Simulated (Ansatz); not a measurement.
Mg₂Si built on the antifluorite prototype, relaxed with r2SCAN in Ansatz. Space group Fm-3m (No. 225), cubic; conventional cell a = 6.338 Å, 21.22 Å³ an atom. Si is surrounded by 8 Mg at 2.74 Å; Mg is surrounded by 4 Si at 2.74 Å.

The axes x, y and z are those of this cell:
```yaml
crystal:
  lattice:
    - [0.00000, 3.16896, 3.16896]
    - [3.16896, 0.00000, 3.16896]
    - [3.16896, 3.16896, 0.00000]
  atoms:
    - { symbol: Si, position: [0.00000, 0.00000, 0.00000] }
    - { symbol: Mg, position: [0.25000, 0.25000, 0.25000] }
    - { symbol: Mg, position: [0.75000, 0.75000, 0.75000] }
```

Unstrained: With r2SCAN the valence top lies at Γ and the conduction bottom at X, 0.445 eV higher; the smallest vertical gap, at X, is 2.481 eV. The HSE06 gap is indirect, 0.562 eV (Γ to X), below the direct gap of 2.538 eV at Γ. Meshes: r2SCAN 8×8×8, HSE06 6×6×6. Strains are changes of length per length. After each strain the atoms were relaxed again with r2SCAN within the symmetry that the strain leaves, so tilts or polar shifts that break it weren't tested; points keep the names that they have in the unstrained zone. Calculated for a static, non-magnetic cell.

**Question.** Estimate what isotropic +3.0 % on every length does to the gap.

**Answer.** r2SCAN: the gap goes from 0.445 to 0.534 eV (+0.089 eV). HSE06: the gap goes from 0.562 to 0.646 eV (+0.084 eV). The r2SCAN energy rises by 28.6 meV an atom.

**Question.** Apply isotropic -4.0 % on every length. How far does the gap move, against the unstrained cell?

**Answer.** r2SCAN: the gap goes from 0.445 to 0.291 eV (-0.154 eV). HSE06: the gap goes from 0.562 to 0.413 eV (-0.149 eV). The r2SCAN energy rises by 62.6 meV an atom.

**Question.** Estimate what isotropic -2.0 % on every length does to the gap.

**Answer.** r2SCAN: the gap goes from 0.445 to 0.374 eV (-0.071 eV). HSE06: the gap goes from 0.562 to 0.493 eV (-0.069 eV). The r2SCAN energy rises by 14.7 meV an atom.

**Question.** Apply isotropic +1.0 % on every length. How far does the gap move, against the unstrained cell?

**Answer.** r2SCAN: the gap goes from 0.445 to 0.477 eV (+0.032 eV). HSE06: the gap goes from 0.562 to 0.593 eV (+0.031 eV). The r2SCAN energy rises by 3.4 meV an atom.

**Question.** Apply isotropic -1.0 % on every length. How far does the gap move, against the unstrained cell?

**Answer.** r2SCAN: the gap goes from 0.445 to 0.411 eV (-0.034 eV). HSE06: the gap goes from 0.562 to 0.529 eV (-0.033 eV). The r2SCAN energy rises by 3.6 meV an atom.

**Question.** Apply isotropic +2.0 % on every length. How far does the gap move, against the unstrained cell?

**Answer.** r2SCAN: the gap goes from 0.445 to 0.506 eV (+0.061 eV). HSE06: the gap goes from 0.562 to 0.621 eV (+0.059 eV). The r2SCAN energy rises by 13.1 meV an atom.

**Question.** Apply isotropic -3.0 % on every length. How far does the gap move, against the unstrained cell?

**Answer.** r2SCAN: the gap goes from 0.445 to 0.334 eV (-0.111 eV). HSE06: the gap goes from 0.562 to 0.455 eV (-0.107 eV). The r2SCAN energy rises by 34.2 meV an atom.

**Question.** Apply isotropic +4.0 % on every length. How far does the gap move, against the unstrained cell?

**Answer.** r2SCAN: the gap goes from 0.445 to 0.558 eV (+0.113 eV). HSE06: the gap goes from 0.562 to 0.664 eV (+0.102 eV). The r2SCAN energy rises by 49.3 meV an atom.

The meshes of the hybrids are coarse, so their gaps aren't converged to the digits shown.
